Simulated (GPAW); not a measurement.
# Si in GPAW: notebook

The runs below take Si through single point, with LDA.

All numbers are computed with GPAW 26.7.0; they aren't measurements. Logs are shortened: lines on timing, memory, paths and dates and some standing lists are left out, and cuts for length are marked. The log counts tension as positive stress, the text compression.

### 1 The cell of the first run

The cell holds a slab with vacuum, 2 atoms: a = 3.840 Å, b = 3.840 Å, c = 15.784 Å, α = 90.00°, β = 90.00°, γ = 120.00°.

The slab is cut from a database's or a generator's crystal, which needn't be the stable form of the element.

### 2 Single point, LDA (the (1 1 1) slab of Si, cut from the database cell, not relaxed)

run.py

```python
import numpy as np
from ase import Atoms
from ase.dft.bandgap import bandgap
from ase.io import write
from gpaw import GPAW, PW

atoms = Atoms(['Si', 'Si'],
              cell=[[3.8402545022, 0, 0],
                    [-1.9201272511, 3.3257579559, 0],
                    [0.0, 0.0, 15.783889]],
              scaled_positions=[[0.3333333333, 0.6666666667, 0.4751680654],
                                [0.0, 0.0, 0.5248319136]],
              pbc=True)
atoms.pbc = (True, True, False)

calc = GPAW(mode=PW(450),
            xc='LDA',
            kpts={'size': (8, 8, 1), 'gamma': True},
            occupations={'name': 'fermi-dirac', 'width': 0.05},
            nbands=11,
            convergence={'density': 1e-05, 'energy': 1e-05},
            maxiter=150,
            poissonsolver={'dipolelayer': 'xy'},
            txt='gpaw.txt')
atoms.calc = calc
energy = atoms.get_potential_energy()
forces = atoms.get_forces()
calc.write('gs.gpw')
write('result.traj', atoms)
print(f'Energy: {energy:.6f} eV')
print('Forces (eV/A):')
print(forces.round(4))
print('Fermi level:', round(calc.get_fermi_level(), 4), 'eV')
print(f'Gap: {bandgap(calc)[0]:.4f} eV, direct: {bandgap(calc, direct=True)[0]:.4f} eV')

v = calc.get_electrostatic_potential().mean(axis=(0, 1))
z = np.arange(len(v)) * atoms.cell[2, 2] / len(v)
ef = calc.get_fermi_level()
np.savetxt('planar.dat', np.c_[z, v], fmt='%.4f')
below, above = np.interp([1.5, atoms.cell[2, 2] - 1.5], z, v) - ef
print(f'Work functions: bottom {below:.4f} eV, top {above:.4f} eV')
print('Dipole moment:', *calc.get_dipole_moment().round(5), 'e A')
```

Potentials or basis: the program's PAW data sets (release 1.2.1) made for this functional, pw.

Started as:

```
> OMP_NUM_THREADS=1 python run.py
```

gpaw.txt:

```text
__  _  _
 | _ |_)|_||  |
 |__||  | ||/\| - 26.7.0

Input parameters:
  mode=PW(ecut=450.00000000000006),
  convergence={'density': 1e-05, 'energy': 1e-05},
  kpts=MonkhorstPack(size=(8, 8, 1), gamma=True),
  maxiter=150,
  nbands=11,
  occupations=Occupations(name='fermi-dirac', width=0.05),
  poissonsolver=PoissonSolver(dipolelayer='xy'),
  xc=XC(name='LDA')

Diagonalizing LCAO Hamiltonian
Converting LCAO to pw mode

       SiSi

Atoms  # Å, Bohr magnetons
|   | symbol |         x |        y |        z |    initial magnetic moments |
|---|--------|-----------|----------|----------|-----------------------------|
| 0 |     Si | -0.000000 | 2.217172 | 7.500000 | ( 0.0000,  0.0000,  0.0000) |
| 1 |     Si |  0.000000 | 0.000000 | 8.283889 | ( 0.0000,  0.0000,  0.0000) |

Unit cell  # Å
| periodic |         x |        y |         z |   lengths |     angles |
|----------|-----------|----------|-----------|-----------|------------|
|      yes |  3.840255 | 0.000000 |  0.000000 |  3.840255 |  90.000000 |
|      yes | -1.920127 | 3.325758 |  0.000000 |  3.840255 |  90.000000 |
|       no |  0.000000 | 0.000000 | 15.783889 | 15.783889 | 120.000000 |

Number of symmetries: 6
Symmetry operations  # r_c * U_cc + t_c -> r_c
|   | kind |            matrix            |
|---|------|------------------------------|
| 0 |  σ   |  1, 1, 0,  0,-1, 0,  0, 0, 1 |
| 1 |  E   |  1, 0, 0,  0, 1, 0,  0, 0, 1 |
| 2 |  C3  |  0, 1, 0, -1,-1, 0,  0, 0, 1 |
| 3 |  σ   |  0,-1, 0, -1, 0, 0,  0, 0, 1 |
| 4 |  σ   | -1, 0, 0,  1, 1, 0,  0, 0, 1 |
| 5 |  C3  | -1,-1, 0,  1, 0, 0,  0, 0, 1 |

BZ-sampling:
  Number of BZ points: 64
  Number of IBZ points: 10

  Monkhorst-Pack size: [8, 8, 1]
  Monkhorst-Pack shift: [0.0625, 0.0625, 0.0]

K-points  # in reciprocal-cell coordinates
|   |                                coordinates |     weight |
|---|--------------------------------------------|------------|
| 0 | (  0.00000000,   0.00000000,   0.00000000) | 0.01562500 |
| 1 | (  0.12500000,   0.00000000,   0.00000000) | 0.09375000 |
| 2 | (  0.25000000,  -0.12500000,   0.00000000) | 0.09375000 |
| 3 | (  0.25000000,   0.00000000,   0.00000000) | 0.09375000 |
| 4 | (  0.37500000,  -0.12500000,   0.00000000) | 0.18750000 |
| 5 | (  0.37500000,   0.00000000,   0.00000000) | 0.09375000 |
| 6 | (  0.37500000,   0.37500000,   0.00000000) | 0.09375000 |
| 7 | (  0.50000000,   0.25000000,   0.00000000) | 0.09375000 |
| 8 | (  0.50000000,   0.37500000,   0.00000000) | 0.18750000 |
| 9 | (  0.50000000,   0.50000000,   0.00000000) | 0.04687500 |

Plane wave coefficients: 4399
Cutoff: 450.00000000000006 eV

Spin-components: 1 (collinear spins)
Bands:           11
Projectors:      10
Spin-degeneracy: 2
Datatype:        complex128

Parallelization:
  kpt:    1
  domain: 1
  band:   1

Density:
  Valence electrons: 8.0
  Components: 1
  Grid points: [20 20 80]
  Charge: 0.0  # |e|

Potential:
  Grid points: [20 20 80]

species:
  Si:
    name:    Silicon
    Z:       14.0
    valence: 4
    core:    10
    charge:  0.0  # [|e|]
    compensation charges:
      type: gauss
      rc: 0.33  # [Å]
      lmax: 2
    cutoffs:
      filter: 1.86  # [Å]
      core: 2.06  # [Å]
    projectors
    | kind |    occ | energy [eV] | rcut [Å] |
    |------|--------|-------------|----------|
    |   3s |  2.000 |     -10.878 |    1.058 |
    |   3p |  2.000 |      -4.162 |    1.058 |
    |    s |        |      16.334 |    1.058 |
    |    p |        |      23.049 |    1.058 |
    |    d |        |       0.000 |    1.058 |

    Using partial waves for Si as LCAO basis

Reference energy: -15717.426366  # eV

eigensolver:
  PPCG
  Converge bands: occupied
  niter=2

density mixing:
  MSR1-Mixer
  Pratt-step length: 0.05
  Maximum mixing coefficient: 0.75
  Old densities: 10
  SVD Regularization: 0.005
  Good broyden scale: 1.0
  Trust region scale: 1.0
  Backstep threshold: 4.0
  History deletion threshold: 6.0
  Fourier metric: weight=20.0, sigma=0.015

occupation numbers:
  Fermi-Dirac:
    width: 0.0500  # eV

<gpaw.new.pw.poisson.DipoleLayerPWPoissonSolver object>
xc functional:
  name: None

convergence criteria:
- Maximum integral of absolute [dens]ity change: 1e-05 electrons / valence electron
- Maximum [total energy] change in last 3 cyles: 1e-05 eV / valence electron
- Maximum integral of absolute [eigenst]ate change: 4e-08 eV^2 / valence electron
maximum number of iterations: 150

SCF iterations
|iter     | |      energy | eigst |  dens |
|---------|-|-------------|-------|-------|
|iter:   1| |  -10.468935 | +0.08 |       |
|iter:   2| |  -10.451351 | -1.37 | -0.83 |
|iter:   3| |  -10.198801 | -1.67 | -0.86 |
|iter:   4| |  -10.196996 | -2.92 | -1.49 |
|iter:   5| |  -10.198401 | -3.62 | -1.87 |
|iter:   6| |  -10.197199 | -4.26 | -2.14 |
|iter:   7| |  -10.197191 | -5.28 | -2.69 |
|iter:   8| |  -10.197191c| -6.20 | -3.57 |
|iter:   9| |  -10.197191c| -7.08 | -4.14 |
|iter:  10| |  -10.197191c| -7.66c| -4.77 |
|iter:  11| |  -10.197191c| -8.08c| -5.47c|

Converged in 11 steps
Energy contributions relative to reference atoms: (reference = -15717.426366)

Energy contributions:
  Kinetic:           8.956971
  Coulomb:          -8.959224
  Zero:             -0.014995
  External:          0.000000
  Xc:              -10.179804
  Entropy:          -0.000280
  Spinorbit:         0.000000
  ----------------------------
  Free energy:     -10.197331
  Extrapolated:    -10.197191

dipole moment: (-5.580535, -6.480767, -0.000022)  # |e|*Ang

Fermi level: -2.787
Eigenvalues  # (at kpt = [0.000, 0.000, 0.000])
| band index |      eig [eV] | occ [0-2] |
|------------|---------------|-----------|
|          0 |       -13.232 |     2.000 |
|          1 |        -6.122 |     2.000 |
|          2 |        -3.042 |     1.988 |
|          3 |        -3.042 |     1.988 |
|          4 |        -0.976 |     0.000 |
|          5 |        -0.204 |     0.000 |
|          6 |         0.859 |     0.000 |
|          7 |         0.859 |     0.000 |
|          8 |         1.769 |     0.000 |
|          9 |         1.925 |     0.000 |
|         10 |         3.351 |     0.000 |

Gap: 0.563 eV
Transition (v -> c):
  (s=0, k=0, n=3, [0.00, 0.00, 0.00]) -> (s=0, k=6, n=4, [0.38, 0.38, 0.00])
Direct/indirect transitions are different
Direct gap: 0.736 eV
Transition at: (s=0, k=6, n=3, [0.38, 0.38, 0.00])
vacuum-level: 1.958  # V
Workfunctions: 4.745, 4.745 eV (top, bottom)

Forces  # eV/Ang
|        x |        y |        z |
|----------|----------|----------|
|  0.00000 | -0.00000 |  1.24356 |  # Si   0
| -0.00000 |  0.00000 | -1.24357 |  # Si   1

# Writing to gs.gpw (mode='')
```

It took 6.2 s on 1 thread of Arm Neoverse V2, shared host; peak memory 0.16 GiB.

What came out:

* Free energy: -10.1973 eV
* Largest force: 1.244 eV/Å
* Band gap on the k mesh: 0.56 eV, indirect (least direct gap 0.74 eV)
* Dipole across the slab: 0.00 e·Å
* Ionisation potential of the upper face: 5.00 eV
* Electron affinity of the upper face: 4.44 eV
* Work function of the upper face: 4.74 eV
* Work function of the lower face: 4.74 eV

Forces on the atoms (eV/Å):
```
Si   0.000  0.000  1.244
Si   0.000  0.000 -1.244
```

Caveat: the Fermi level lies in a gap.

### 3 Single point, LDA (the (1 1 1) slab of Si, cut from the database cell, not relaxed)

Edit run.py of step 2 so:

```diff
@@ -6,8 +6,10 @@
 
-atoms = Atoms(['Si', 'Si'],
+atoms = Atoms(['Si', 'Si', 'Si', 'Si'],
               cell=[[3.8402545022, 0, 0],
                     [-1.9201272511, 3.3257579559, 0],
-                    [0.0, 0.0, 15.783889]],
-              scaled_positions=[[0.3333333333, 0.6666666667, 0.4751680654],
-                                [0.0, 0.0, 0.5248319136]],
+                    [0.0, 0.0, 18.919443]],
+              scaled_positions=[[0.3333333333, 0.6666666667, 0.3964175901],
+                                [0.0, 0.0, 0.4378505576],
+                                [0.0, 0.0, 0.5621494603],
+                                [0.6666666667, 0.3333333333, 0.6035824278]],
               pbc=True)
@@ -19,3 +21,3 @@
             occupations={'name': 'fermi-dirac', 'width': 0.05},
-            nbands=11,
+            nbands=18,
             convergence={'density': 1e-05, 'energy': 1e-05},
```

Potentials or basis: the program's PAW data sets (release 1.2.1) made for this functional, pw.

Started as:

```
> OMP_NUM_THREADS=1 python run.py
```

gpaw.txt:

```text
__  _  _
 | _ |_)|_||  |
 |__||  | ||/\| - 26.7.0

Input parameters:
  mode=PW(ecut=450.00000000000006),
  convergence={'density': 1e-05, 'energy': 1e-05},
  kpts=MonkhorstPack(size=(8, 8, 1), gamma=True),
  maxiter=150,
  nbands=18,
  occupations=Occupations(name='fermi-dirac', width=0.05),
  poissonsolver=PoissonSolver(dipolelayer='xy'),
  xc=XC(name='LDA')

Diagonalizing LCAO Hamiltonian
Converting LCAO to pw mode

             Si
       Si

       SiSi

Atoms  # Å, Bohr magnetons
|   | symbol |         x |        y |         z |    initial magnetic moments |
|---|--------|-----------|----------|-----------|-----------------------------|
| 0 |     Si | -0.000000 | 2.217172 |  7.500000 | ( 0.0000,  0.0000,  0.0000) |
| 1 |     Si |  0.000000 | 0.000000 |  8.283889 | ( 0.0000,  0.0000,  0.0000) |
| 2 |     Si |  0.000000 | 0.000000 | 10.635555 | ( 0.0000,  0.0000,  0.0000) |
| 3 |     Si |  1.920127 | 1.108586 | 11.419443 | ( 0.0000,  0.0000,  0.0000) |

Unit cell  # Å
| periodic |         x |        y |         z |   lengths |     angles |
|----------|-----------|----------|-----------|-----------|------------|
|      yes |  3.840255 | 0.000000 |  0.000000 |  3.840255 |  90.000000 |
|      yes | -1.920127 | 3.325758 |  0.000000 |  3.840255 |  90.000000 |
|       no |  0.000000 | 0.000000 | 18.919443 | 18.919443 | 120.000000 |

Number of symmetries: 12
Symmetry operations  # r_c * U_cc + t_c -> r_c
|    | kind |            matrix            |
|----|------|------------------------------|
|  0 |  σ   |  1, 1, 0,  0,-1, 0,  0, 0, 1 |
|  1 |  S6  |  1, 1, 0, -1, 0, 0,  0, 0,-1 |
|  2 |  E   |  1, 0, 0,  0, 1, 0,  0, 0, 1 |
|  3 |  C2  |  1, 0, 0, -1,-1, 0,  0, 0,-1 |
|  4 |  C2  |  0, 1, 0,  1, 0, 0,  0, 0,-1 |
|  5 |  C3  |  0, 1, 0, -1,-1, 0,  0, 0, 1 |
|  6 |  S6  |  0,-1, 0,  1, 1, 0,  0, 0,-1 |
|  7 |  σ   |  0,-1, 0, -1, 0, 0,  0, 0, 1 |
|  8 |  σ   | -1, 0, 0,  1, 1, 0,  0, 0, 1 |
|  9 |  i   | -1, 0, 0,  0,-1, 0,  0, 0,-1 |
| 10 |  C3  | -1,-1, 0,  1, 0, 0,  0, 0, 1 |
| 11 |  C2  | -1,-1, 0,  0, 1, 0,  0, 0,-1 |

BZ-sampling:
  Number of BZ points: 64
  Number of IBZ points: 10

  Monkhorst-Pack size: [8, 8, 1]
  Monkhorst-Pack shift: [0.0625, 0.0625, 0.0]

K-points  # in reciprocal-cell coordinates
|   |                                coordinates |     weight |
|---|--------------------------------------------|------------|
| 0 | (  0.00000000,   0.00000000,   0.00000000) | 0.01562500 |
| 1 | (  0.12500000,   0.00000000,   0.00000000) | 0.09375000 |
| 2 | (  0.25000000,  -0.12500000,   0.00000000) | 0.09375000 |
| 3 | (  0.25000000,   0.00000000,   0.00000000) | 0.09375000 |
| 4 | (  0.37500000,  -0.12500000,   0.00000000) | 0.18750000 |
| 5 | (  0.37500000,   0.00000000,   0.00000000) | 0.09375000 |
| 6 | (  0.37500000,   0.37500000,   0.00000000) | 0.09375000 |
| 7 | (  0.50000000,   0.25000000,   0.00000000) | 0.09375000 |
| 8 | (  0.50000000,   0.37500000,   0.00000000) | 0.18750000 |
| 9 | (  0.50000000,   0.50000000,   0.00000000) | 0.04687500 |

Plane wave coefficients: 5309
Cutoff: 450.00000000000006 eV

Spin-components: 1 (collinear spins)
Bands:           18
Projectors:      20
Spin-degeneracy: 2
Datatype:        complex128

Parallelization:
  kpt:    1
  domain: 1
  band:   1

Density:
  Valence electrons: 16.0
  Components: 1
  Grid points: [20 20 96]
  Charge: 0.0  # |e|

Potential:
  Grid points: [20 20 96]

species:
  Si:
    name:    Silicon
    Z:       14.0
    valence: 4
    core:    10
    charge:  0.0  # [|e|]
    compensation charges:
      type: gauss
      rc: 0.33  # [Å]
      lmax: 2
    cutoffs:
      filter: 1.86  # [Å]
      core: 2.06  # [Å]
    projectors
    | kind |    occ | energy [eV] | rcut [Å] |
    |------|--------|-------------|----------|
    |   3s |  2.000 |     -10.878 |    1.058 |
    |   3p |  2.000 |      -4.162 |    1.058 |
    |    s |        |      16.334 |    1.058 |
    |    p |        |      23.049 |    1.058 |
    |    d |        |       0.000 |    1.058 |

    Using partial waves for Si as LCAO basis

Reference energy: -31434.852732  # eV

eigensolver:
  PPCG
  Converge bands: occupied
  niter=2

density mixing:
  MSR1-Mixer
  Pratt-step length: 0.05
  Maximum mixing coefficient: 0.75
  Old densities: 10
  SVD Regularization: 0.005
  Good broyden scale: 1.0
  Trust region scale: 1.0
  Backstep threshold: 4.0
  History deletion threshold: 6.0
  Fourier metric: weight=20.0, sigma=0.015

occupation numbers:
  Fermi-Dirac:
    width: 0.0500  # eV

<gpaw.new.pw.poisson.DipoleLayerPWPoissonSolver object>
xc functional:
  name: None

convergence criteria:
- Maximum integral of absolute [dens]ity change: 1e-05 electrons / valence electron
- Maximum [total energy] change in last 3 cyles: 1e-05 eV / valence electron
- Maximum integral of absolute [eigenst]ate change: 4e-08 eV^2 / valence electron
maximum number of iterations: 150

SCF iterations
|iter     | |      energy | eigst |  dens |
|---------|-|-------------|-------|-------|
|iter:   1| |  -21.778606 | +0.02 |       |
|iter:   2| |  -21.738828 | -1.48 | -0.84 |
|iter:   3| |  -21.458419 | -1.99 | -0.87 |
|iter:   4| |  -21.423841 | -2.16 | -1.33 |
|iter:   5| |  -21.386528 | -2.82 | -1.57 |
|iter:   6| |  -21.387113 | -3.99 | -2.01 |
|iter:   7| |  -21.387159 | -5.08 | -2.85 |
|iter:   8| |  -21.387153c| -5.92 | -3.43 |
|iter:   9| |  -21.387155c| -6.78 | -4.22 |
|iter:  10| |  -21.387154c| -7.36 | -4.77 |
|iter:  11| |  -21.387154c| -7.76c| -5.41c|

Converged in 11 steps
Energy contributions relative to reference atoms: (reference = -31434.852732)

Energy contributions:
  Kinetic:          24.549049
  Coulomb:         -22.376990
  Zero:             -0.037453
  External:          0.000000
  Xc:              -23.515217
  Entropy:          -0.013087
  Spinorbit:         0.000000
  ----------------------------
  Free energy:     -21.393697
  Extrapolated:    -21.387154

dipole moment: (-8.377412, -14.510102, -0.000050)  # |e|*Ang

Fermi level: -1.644
Eigenvalues  # (at kpt = [0.000, 0.000, 0.000])
| band index |      eig [eV] | occ [0-2] |
|------------|---------------|-----------|
|          0 |       -12.930 |     2.000 |
|          1 |       -11.654 |     2.000 |
|          2 |        -6.857 |     2.000 |
|          3 |        -3.102 |     2.000 |
|          4 |        -2.366 |     2.000 |
|          5 |        -2.366 |     2.000 |
|          6 |        -1.718 |     1.628 |
|          7 |        -1.718 |     1.628 |
|          8 |        -0.649 |     0.000 |
|          9 |         0.723 |     0.000 |
|         10 |         1.161 |     0.000 |
|         11 |         1.694 |     0.000 |
|         12 |         1.694 |     0.000 |
|         13 |         2.028 |     0.000 |
|         14 |         2.028 |     0.000 |
|         15 |         2.892 |     0.000 |
|        ... |               |           |
|         17 |         4.184 |     0.000 |

Gap: 0.118 eV
Transition (v -> c):
  (s=0, k=7, n=7, [0.50, 0.25, 0.00]) -> (s=0, k=7, n=8, [0.50, 0.25, 0.00])
No difference between direct/indirect transitions
vacuum-level: 3.312  # V
Workfunctions: 4.956, 4.956 eV (top, bottom)

Forces  # eV/Ang
|        x |       y |        z |
|----------|---------|----------|
|  0.00000 | 0.00000 |  0.62555 |  # Si   0
|  0.00000 | 0.00000 | -1.07145 |  # Si   1
|  0.00000 | 0.00000 |  1.07145 |  # Si   2
| -0.00000 | 0.00000 | -0.62555 |  # Si   3

# Writing to gs.gpw (mode='')
```

stdout:

```text
Energy: -21.387154 eV
Forces (eV/A):
[[ 0.      0.      0.6256]
 [ 0.      0.     -1.0714]
 [ 0.      0.      1.0714]
 [-0.      0.     -0.6256]]
Fermi level: -1.644 eV
Gap: 0.1181 eV, direct: 0.1181 eV
Work functions: bottom 4.9558 eV, top 4.9557 eV
Dipole moment: -8.37741 -14.5101 -5e-05 e A
```

planar.dat:

```text
0.0000 3.3118
0.0985 3.3118
0.1971 3.3118
0.2956 3.3118
0.3942 3.3118
0.4927 3.3118
[... 184 lines left out ...]
18.7224 3.3118
18.8209 3.3118
```

Wall time 14 s (1 thread of Arm Neoverse V2, shared host); peak memory 0.19 GiB.

Results:

```
Free energy                            : -21.3937 eV
Largest force                          : 1.071 eV/Å
Band gap on the k mesh                 : 0.12 eV, direct
Dipole across the slab                 : 0.00 e·Å
Ionisation potential of the upper face : 5.02 eV
Electron affinity of the upper face    : 4.90 eV
Work function of the upper face        : 4.96 eV
Work function of the lower face        : 4.96 eV
```

Forces in eV/Å, atoms in the order of the input:
```
Si   0.000  0.000  0.626
Si   0.000  0.000 -1.071
Si   0.000  0.000  1.071
Si   0.000  0.000 -0.626
```

Caveat: the Fermi level lies in a gap.
